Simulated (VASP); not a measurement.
# Mg (P6_3/mmc) in VASP: a series of runs

One crystal, Mg, is run at these levels: PBE, LDA, PBEsol, RPBE; tasks: relaxation of cell and atoms, single point.

Everything below comes from runs of VASP 6.6.1. Logs are shortened: lines on timing, memory, paths and dates and some standing lists are left out, and cuts for length are marked.

## Step 1: The structure

The structure is hexagonal, space group P6_3/mmc (No. 194). Conventional cell: a = 3.209 Å, b = 3.209 Å, c = 5.210 Å, α = 90.00°, β = 90.00°, γ = 120.00°. Mg (site symmetry -6m2) has 12 Mg at 3.20 to 3.21 Å as nearest neighbours.

## Step 2: Relaxation of cell and atoms, PBE

INCAR reads:

```
SYSTEM = Mg
  PREC = Accurate
  ENCUT = 600
  EDIFF = 1E-6
  ISMEAR = -1
  SIGMA = 0.05
  LREAL = .False.
  LASPH = .True.
  NELM = 80
  ALGO = Normal
  ISIF = 3
  LWAVE = .False.
  LCHARG = .False.
  GGA = PE
  IBRION = 2
  NSW = 40
  EDIFFG = -0.005
```

KPOINTS reads:

```
regular mesh
0
Gamma
  10 10 5
  0 0 0
```

POSCAR reads:

```
Mg
1.0
    3.2093000000      0.0000000000      0.0000000000
   -1.6046500000      2.7793353284      0.0000000000
    0.0000000000      0.0000000000      5.2103000000
Mg
2
Direct
    0.6666666667      0.3333333333      0.7500000000
    0.3333333333      0.6666666667      0.2500000000
```

Potentials or basis: VASP PAW PBE potentials, release 64 (Mg).

The run is started by

```
cat potpaw_PBE.64/Mg/POTCAR > POTCAR
mpirun -np 1 vasp_std > vasp.out
```

OUTCAR:

```text
SYSTEM = Mg
   PREC = Accurate
   ENCUT = 600
   EDIFF = 1E-6
   ISMEAR = -1
   LREAL = .False.
   LASPH = .True.
   NELM = 80
   ISIF = 3
   GGA = PE
   IBRION = 2
   NSW = 40
   EDIFFG = -0.005

 ion  position               nearest neighbor table
   1  0.667  0.333  0.750-   2 3.20   2 3.20   2 3.20   2 3.20   2 3.20   2 3.20
   2  0.333  0.667  0.250-   1 3.20   1 3.20   1 3.20   1 3.20   1 3.20   1 3.20

  LATTYP: Found a hexagonal cell.
 ALAT       =     3.2093000000
 C/A-ratio  =     1.6235004518

  Lattice vectors:

 A1 = (   3.2093000000,   0.0000000000,   0.0000000000)
 A2 = (  -1.6046500000,   2.7793353284,   0.0000000000)
 A3 = (   0.0000000000,   0.0000000000,   5.2103000000)

Analysis of symmetry for initial positions (statically):
=====================================================================
 Subroutine PRICEL returns:
 Original cell was already a primitive cell.

 Routine SETGRP: Setting up the symmetry group for a
 hexagonal supercell.

 Subroutine GETGRP returns: Found 24 space group operations
 (whereof 12 operations were pure point group operations)
 out of a pool of 24 trial point group operations.

The static configuration has the point symmetry D_3d.
 The point group associated with its full space group is D_6h.

Analysis of symmetry for dynamics (positions and initial velocities):
=====================================================================
 Subroutine PRICEL returns:
 Original cell was already a primitive cell.

 Routine SETGRP: Setting up the symmetry group for a
 hexagonal supercell.

 Subroutine GETGRP returns: Found 24 space group operations
 (whereof 12 operations were pure point group operations)
 out of a pool of 24 trial point group operations.

The dynamic configuration has the point symmetry D_3d.
 The point group associated with its full space group is D_6h.

 Subroutine INISYM returns: Found 24 space group operations
 (whereof 12 operations are pure point group operations),
 and found     1 'primitive' translations

----------------------------------------------------------------------------------------

                                     Primitive cell

  volume of cell :      46.4744

  direct lattice vectors                    reciprocal lattice vectors
     3.209300000  0.000000000  0.000000000     0.311594429  0.179899127  0.000000000
    -1.604650000  2.779335328  0.000000000     0.000000000  0.359798255  0.000000000
     0.000000000  0.000000000  5.210300000     0.000000000  0.000000000  0.191927528

  length of vectors
     3.209300000  3.209300000  5.210300000     0.359798255  0.359798255  0.191927528

  position of ions in fractional coordinates (direct lattice)
     0.666666667  0.333333333  0.750000000
     0.333333333  0.666666667  0.250000000

  ion indices of the primitive-cell ions
   primitive index   ion index
                 1           1
                 2           2

----------------------------------------------------------------------------------------

 KPOINTS: regular mesh

Automatic generation of k-mesh.
 Grid dimensions read from file:
 generate k-points for:   10   10    5

 Generating k-lattice:

  Cartesian coordinates                     Fractional coordinates (reciprocal lattice)
     0.031159443  0.017989913  0.000000000     0.100000000 -0.000000000  0.000000000
     0.000000000  0.035979825  0.000000000     0.000000000  0.100000000  0.000000000
     0.000000000  0.000000000  0.038385506     0.000000000  0.000000000  0.200000000

  Length of vectors
     0.035979825  0.035979825  0.038385506

  Shift w.r.t. Gamma in fractional coordinates (k-lattice)
     0.000000000  0.000000000  0.000000000

 Subroutine IBZKPT returns following result:
 ===========================================

 Found     42 irreducible k-points:

 Following reciprocal coordinates:
            Coordinates               Weight
  0.000000  0.000000  0.000000      1.000000
  0.100000  0.000000  0.000000      6.000000
  0.200000  0.000000  0.000000      6.000000
  0.300000  0.000000  0.000000      6.000000
  0.400000  0.000000  0.000000      6.000000
  0.500000  0.000000  0.000000      3.000000
[... 16 lines left out ...]
  0.300000  0.100000  0.200000     24.000000
  0.400000  0.100000  0.200000     24.000000
 [... further k-points ...]
   k-points           NKPTS =     42   k-points in BZ     NKDIM =     42   number of bands    NBANDS=      6
   number of dos      NEDOS =    301   number of ions     NIONS =      2
   total plane-waves  NPLWV =  32928
   dimension x,y,z NGX =    28 NGY =   28 NGZ =   42
   dimension x,y,z NGXF=    56 NGYF=   56 NGZF=   84
   ions per type =               2
   NGX,Y,Z   is equivalent  to a cutoff of  14.50, 14.50, 13.40 a.u.
   NGXF,Y,Z  is equivalent  to a cutoff of  29.01, 29.01, 26.80 a.u.
 SYSTEM =  Mg
   PREC   = accura    normal or accurate (medium, high low for compatibility)
   ISTART =      0    job   : 0-new  1-cont  2-samecut
   ICHARG =      2    charge: 1-file 2-atom 10-const
   ISPIN  =      1    spin polarized calculation?
   LNONCOLLINEAR =      F non collinear calculations
   LSORBIT =      F    spin-orbit coupling
   LASPH  =      T    aspherical Exc in radial PAW
   ENCUT  =  600.0 eV  44.10 Ry    6.64 a.u.   6.41  6.41 10.41*2*pi/ulx,y,z
   NELM   =     80;   NELMIN=  2; NELMDL= -5     # of ELM steps
   EDIFF  = 0.1E-05   stopping-criterion for ELM
   LREAL  =      F    real-space projection
   EDIFFG = -.5E-02   stopping-criterion for IOM
   NSW    =     40    number of steps for IOM
   IBRION =      2    ionic relax: 0-MD 1-quasi-New 2-CG
   NFREE  =      1    steps in history (QN), initial steepest desc. (CG)
   ISIF   =      3    stress and relaxation
   ISYM   =      2    0-nonsym 1-usesym 2-fastsym
   POTIM  = 0.5000    time-step for ionic-motion
   TEBEG  =    0.0;   TEEND  =   0.0 temperature during run
   PSTRESS=    0.0 pullay stress
   NELECT =       4.0000    total number of electrons
   NUPDOWN=      -1.0000    fix difference up-down
   EMIN   =  10.00;   EMAX   =-10.00  energy-range for DOS
   EFERMI =   0.00;   METHOD = LEGACY
   ISMEAR =    -1;   SIGMA  =   0.05  broadening in eV -4-tet -1-fermi 0-gaus
   EFERMI_NEDOS =   21; number of points for ismear=-14 and -15
   IALGO  =     38    algorithm
   IMIX   =      4    mixing-type and parameters
     AMIX     =   0.40;   BMIX     =  1.00
     AMIX_MAG =   1.60;   BMIX_MAG =  1.00
  volume/ion in A,a.u.               =      23.24       156.81
  Fermi-wavevector in a.u.,A,eV,Ry     =   0.722809  1.365911  7.108401  0.522453
  Thomas-Fermi vector in A             =   1.812866
   LORBIT       =      0    0 simple, 1 ext, 2 COOP (PROOUT), +10 PAW based schemes
   GGA     = PE    functional components
   LHFCALC =     F    Hartree Fock is set to
   AEXX    =    0.0000 exact exchange contribution
   IVDW    =     0    specifies the selected vdW correction
   LEPSILON=     F    determine dielectric tensor
   LRPA    =     F    only Hartree local field effects (RPA)
 conjugate gradient relaxation of ions
 non-spin polarized calculation
  energy-cutoff  :      600.00
  volume of cell :       46.47
 maximum number of plane-waves:      1578
 NGX is ok and might be reduce to    28
   NGX = 13   NGY = 13   NGZ = 21

--------------------------------------- Ionic step        1  -------------------------------------------

 number of electron       4.0000000 magnetization

 Free energy of the ion-electron system (eV)
  ---------------------------------------------------
  ext. energy  EPLUGINS =         0.00000000
  ---------------------------------------------------
  free energy    TOTEN  =        -3.00654698 eV

  energy without entropy =       -2.99463733  energy(sigma->0) =       -3.00059215

------------------------ aborting loop because EDIFF is reached ----------------------------------------

  FORCE on cell =-STRESS in cart. coord.  units (eV):
  Direction    XX          YY          ZZ          XY          YZ          ZX
  --------------------------------------------------------------------------------------
  -------------------------------------------------------------------------------------
  Total       -0.2561229     -0.2561229      0.0812436      0.0000000      0.0000000     -0.0000000
  in kB       -8.8296793     -8.8296793      2.8008246      0.0000000      0.0000000     -0.0000000
  external PRESSURE =      -4.9528447 kB  Pullay stress =       0.0000000 kB
[... 165 lines left out ...]
  energy  without entropy=       -3.0035458769  energy(sigma->0) =       -3.00773372

--------------------------------------- Ionic step        6  -------------------------------------------

 number of electron       4.0000000 magnetization

 Free energy of the ion-electron system (eV)
  ---------------------------------------------------
  ext. energy  EPLUGINS =         0.00000000
  ---------------------------------------------------
  free energy    TOTEN  =        -3.01237599 eV

  energy without entropy =       -3.00377407  energy(sigma->0) =       -3.00807503

 E-fermi :   2.6877     XC(G=0):  -8.4950

 val. band max:        2.6243006007   @ k =   0.3000   0.3000   0.4000
 cond. band min:       2.7015401250   @ k =   0.4000   0.1000   0.4000
 fundamental gap:      0.0772395243
 Fermi energy:         2.6876699258

 k-point     1 :       0.0000    0.0000    0.0000
  band No.  band energies     occupation
      1      -4.2969      2.00000
      2       0.8095      2.00000
      3       1.1293      2.00000
      4      13.8982      0.00000
      5      13.8982      0.00000
      6      14.0858      0.00000

 k-point     2 :       0.1000    0.0000    0.0000
  band No.  band energies     occupation
      1      -4.0961      2.00000
      2       0.9936      2.00000
      3       1.3251      2.00000
      4      11.0676      0.00000
      5      12.4905      0.00000
      6      13.1996      0.00000
[... 190 lines left out ...]
 k-point    24 :       0.4000    0.1000    0.2000
  band No.  band energies     occupation
      1       0.0351      2.00000
      2       1.8703      2.00000
      3       3.2123      0.00006
      4       4.9791      0.00000
      5       6.8929      0.00000
      6       7.9295      0.00000

 [... further k-points ...]
[... 5 lines left out ...]
  --------------------------------------------------------------------------------------
  -------------------------------------------------------------------------------------
  Total        0.0057734      0.0057734      0.0037707      0.0000000      0.0000000      0.0000000
  in kB        0.2017382      0.2017382      0.1317603      0.0000000      0.0000000      0.0000000
  external PRESSURE =       0.1784122 kB  Pullay stress =       0.0000000 kB
[... 17 lines left out ...]
  FREE ENERGIE OF THE ION-ELECTRON SYSTEM (eV)
  ---------------------------------------------------
  free  energy   TOTEN  =        -3.0123759871 eV

  energy  without entropy=       -3.0037740709  energy(sigma->0) =       -3.00807503

 reached required accuracy - stopping structural energy minimisation
```

Wall time 40 s (1 thread of Intel Xeon Platinum 8259CL at 2.50GHz (Skylake/Cascade Lake), shared host); peak memory 0.18 GiB.

What came out:

- Free energy: -3.0124 eV
- Relaxed volume: 22.93 Å³/atom
- Relaxed cell: a = 3.164 Å, b = 3.164 Å, c = 5.289 Å, α = 90.00°, β = 90.00°, γ = 120.00°
- Space group after relaxing (to 0.05 Å): P6_3/mmc (No. 194)
- Energy gained by relaxing: 2.9 meV/atom
- Ionic steps: 6
- Pressure after relaxing: 0.0 GPa
- Band gap on the k mesh: none (metal or under the smearing width)

The path:
```tsv
step	energy change (eV)	largest force (eV/Å)	pressure (GPa)	volume (Å³)
1	0.0000	0.0000	-0.50	46.47
2	-0.0028	0.0000	-0.12	45.99
3	-0.0044	0.0000	0.44	45.32
4	-0.0054	0.0000	0.33	45.48
5	-0.0054	0.0000	0.34	45.46
6	-0.0058	0.0000	0.02	45.85
```

Final structure:
```yaml
crystal:
  lattice:
    - [3.16382, 0.00000, 0.00000]
    - [-1.58191, 2.73995, 0.00000]
    - [0.00000, 0.00000, 5.28930]
  atoms:
    - { symbol: Mg, position: [0.66667, 0.33333, 0.75000] }
    - { symbol: Mg, position: [0.33333, 0.66667, 0.25000] }
```

## Step 3: Relaxation of cell and atoms, LDA

INCAR reads:

```
SYSTEM = Mg
PREC = Accurate
ENCUT = 600
EDIFF = 1E-7
ISMEAR = -1
SIGMA = 0.05
LREAL = .FALSE.
LASPH = .TRUE.
NELM = 60
ALGO = Normal
ISIF = 3
LWAVE = .FALSE.
LCHARG = .FALSE.
GGA = CA
IBRION = 2
NSW = 40
EDIFFG = -0.02
```

KPOINTS reads:

```
regular mesh
0
G
  10 10 5
  0 0 0
```

POSCAR is that of step 2.

Potentials or basis: VASP PAW LDA potentials, release 64 (Mg).

The run is started by

```
cat potpaw_LDA.64/Mg/POTCAR > POTCAR
mpirun -np 1 vasp_std > vasp.out
```

It took 42 s on 1 thread of Intel Xeon Platinum 8259CL at 2.50GHz (Skylake/Cascade Lake), shared host; peak memory 0.16 GiB.

The run converged. Its results:

```yaml
Free_energy: -3.6197 eV
Relaxed_volume: 21.43 Å³/atom
Relaxed_cell: a = 3.094 Å, b = 3.094 Å, c = 5.171 Å, α = 90.00°, β = 90.00°, γ = 120.00°
Space_group_after_relaxing_to_0.05_Å: P6_3/mmc (No. 194)
Energy_gained_by_relaxing: 18.3 meV/atom
Ionic_steps: 7
Pressure_after_relaxing: 0.1 GPa
Band_gap_on_the_k_mesh: none (metal or under the smearing width)
```

The path:
```
step  energy change (eV)  largest force (eV/Å)  pressure (GPa)  volume (Å³)
   1              0.0000                0.0000           -2.71        46.47
   2             -0.0316                0.0000           -0.81        43.88
   3             -0.0348                0.0000            0.07        42.90
   4             -0.0348                0.0000            0.14        42.83
   5             -0.0362                0.0000            0.13        42.85
   6             -0.0366                0.0000            0.13        42.87
   7             -0.0366                0.0000            0.13        42.87
```

Final structure:
```yaml
crystal:
  lattice:
    - [3.09390, 0.00000, 0.00000]
    - [-1.54695, 2.67940, 0.00000]
    - [0.00000, 0.00000, 5.17115]
  atoms:
    - { symbol: Mg, position: [0.66667, 0.33333, 0.75000] }
    - { symbol: Mg, position: [0.33333, 0.66667, 0.25000] }
```

Levels at points of the mesh, in eV from the Fermi level:
```tsv
k point	band 1	band 2	band 3	band 4	band 5
(0.00, 0.00, 0.00)	-7.27	-1.97	-1.60	11.56	11.56
(0.50, 0.00, 0.00)	-2.21	-2.14	2.67	2.98	3.18
```

LDA usually gives volumes a few per cent too small. Zero-point motion and thermal expansion aren't in these numbers.

## Step 4: Relaxation of cell and atoms, PBEsol

INCAR reads:

```
  PREC = Accurate
  ENCUT = 600
  EDIFF = 1E-6
  ISMEAR = -1
  SIGMA = 0.05
  LREAL = F
  LASPH = T
  NELM = 60
  ALGO = Normal
  ISIF = 3
  LWAVE = F
  LCHARG = F
  GGA = PS
  IBRION = 2
  NSW = 40
  EDIFFG = -0.02
```

KPOINTS reads:

```
regular mesh
0
Gamma
  10 10 5
```

POSCAR is that of step 3.

Potentials or basis: VASP PAW PBE potentials, release 64 (Mg).

The run is started by

```
cat potpaw_PBE.64/Mg/POTCAR > POTCAR
mpirun -np 1 vasp_std > vasp.out
```

It took 44 s on 1 thread of Intel Xeon Platinum 8259CL at 2.50GHz (Skylake/Cascade Lake), shared host; peak memory 0.18 GiB.

Results (log left out):

```yaml
Free_energy: -3.4466 eV
Relaxed_volume: 22.55 Å³/atom
Relaxed_cell: a = 3.147 Å, b = 3.147 Å, c = 5.258 Å, α = 90.00°, β = 90.00°, γ = 120.00°
Space_group_after_relaxing_to_0.05_Å: P6_3/mmc (No. 194)
Energy_gained_by_relaxing: 4.8 meV/atom
Ionic_steps: 7
Pressure_after_relaxing: 0.0 GPa
Band_gap_on_the_k_mesh: none (metal or under the smearing width)
```

Step by step:
```csv
step,energy change (eV),largest force (eV/Å),pressure (GPa),volume (Å³)
1,0.0000,0.0000,-1.10,46.47
2,-0.0065,0.0000,-0.28,45.41
3,-0.0076,0.0000,0.23,44.80
4,-0.0091,0.0000,0.23,44.83
5,-0.0094,0.0000,0.22,44.84
6,-0.0094,0.0000,0.22,44.84
7,-0.0096,0.0000,0.01,45.09
```

Final structure:
```
Mg
1.0
     3.14696    0.00000    0.00000
    -1.57348    2.72535    0.00000
     0.00000    0.00000    5.25789
Mg
2
Direct
  0.66667 0.33333 0.75000
  0.33333 0.66667 0.25000
```

Levels at points of the mesh, in eV from the Fermi level:
```csv
k point,band 1,band 2,band 3,band 4,band 5,band 6
"(0.00, 0.00, 0.00)",-7.05,-1.91,-1.55,11.29,11.29,11.51
"(0.50, 0.00, 0.00)",-2.15,-2.09,2.60,2.92,3.09,3.58
```

Caveat: the PAW data sets were made with another functional, which shifts forces and pressure a little.

## Step 5: Relaxation of cell and atoms, RPBE

INCAR reads:

```
SYSTEM = Mg
PREC = Accurate ; ENCUT = 600
EDIFF = 1E-6 ; ISMEAR = -1
SIGMA = 0.05 ; LREAL = .FALSE.
LASPH = .TRUE. ; NELM = 100
ALGO = Normal ; ISIF = 3
LWAVE = .FALSE. ; LCHARG = .FALSE.
GGA = RP ; IBRION = 2
NSW = 60 ; EDIFFG = -0.01
```

KPOINTS reads:

```
regular mesh
0
G
  10 10 5
  0 0 0
```

POSCAR is that of step 4.

The run is started by

```
cat potpaw_PBE.64/Mg/POTCAR > POTCAR
mpirun -np 1 vasp_std > vasp.out
```

Run time: 45 s. Hardware: 1 thread of Intel Xeon Platinum 8259CL at 2.50GHz (Skylake/Cascade Lake), shared host; peak memory 0.18 GiB.

Results (log left out):

```
Free energy                            : -2.6819 eV
Relaxed volume                         : 23.65 Å³/atom
Relaxed cell                           : a = 3.197 Å, b = 3.197 Å, c = 5.344 Å, α = 90.00°, β = 90.00°, γ = 120.00°
Space group after relaxing (to 0.05 Å) : P6_3/mmc (No. 194)
Energy gained by relaxing              : 3.0 meV/atom
Ionic steps                            : 7
Pressure after relaxing                : 0.0 GPa
Band gap on the k mesh                 : none (metal or under the smearing width)
```

The path:
```tsv
step	energy change (eV)	largest force (eV/Å)	pressure (GPa)	volume (Å³)
1	0.0000	0.0000	0.57	46.47
2	-0.0028	0.0000	0.16	47.03
3	-0.0030	0.0000	-0.78	48.42
4	-0.0044	0.0000	-0.31	47.70
5	-0.0058	0.0000	-0.24	47.62
6	-0.0058	0.0000	-0.23	47.61
7	-0.0060	0.0000	-0.03	47.31
```

Final structure:
```
Mg
1.0
     3.19718    0.00000    0.00000
    -1.59859    2.76884    0.00000
     0.00000    0.00000    5.34427
Mg
2
Direct
  0.66667 0.33333 0.75000
  0.33333 0.66667 0.25000
```

Levels at points of the mesh, in eV from the Fermi level:
```tsv
k point	band 1	band 2	band 3	band 4	band 5	band 6
(0.00, 0.00, 0.00)	-6.85	-1.85	-1.53	11.04	11.04	11.20
(0.50, 0.00, 0.00)	-2.08	-2.04	2.54	2.88	2.98	3.46
```

Caveat: the PAW data sets were made with another functional, which shifts forces and pressure a little.

[end of part 1 of 2]
